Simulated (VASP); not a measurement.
PbI2: equation of state with PBE

The system is PbI2.

```
Pb I
1.0
     4.55500    0.00000    0.00000
    -2.27750    3.94475    0.00000
     0.00000    0.00000    6.97700
Pb I
1 2
Direct
  0.00000 0.00000 0.00000
  0.66667 0.33333 0.73500
  0.33333 0.66667 0.26500
```

```json
{
  "Program": "VASP 6.6.1",
  "Task": "equation of state",
  "Functional": "PBE",
  "Potentials or basis": "VASP PAW PBE potentials, release 64 (Pb_d, I)",
  "Cutoff": "520 eV",
  "k mesh": "7 × 7 × 4",
  "Occupations": "fermi-dirac, width 0.05 eV",
  "Spin": "no spin polarisation"
}
```

```json
{
  "Equilibrium volume": "44.71 Å³/atom (rough: see the caveat)",
  "Bulk modulus at fixed shape and positions": "23 GPa (rough)"
}
```

Energy against volume, from the lowest point:
```
volume (Å³/atom)  energy (meV/atom)
          39.281              60.61
          40.117              41.63
          40.953              26.72
          41.788              15.44
          42.624               7.44
          43.460               2.40
          44.296               0.00
```

All runs of the series together: 5.6 min on 1 thread of Intel(R) Xeon(R) Platinum 8559C (Emerald Rapids), on a shared host.

Caveat: the minimum lies outside the volumes run; the cell was scaled at fixed shape and fractional positions, which overstates the stiffness of a crystal with free parameters, most of all of layers and chains; this functional lacks dispersion, which binds the layers, so the pressure and a relaxed spacing across them are unreliable. The run has no spin-orbit coupling, so splittings on I, Pb are missing.
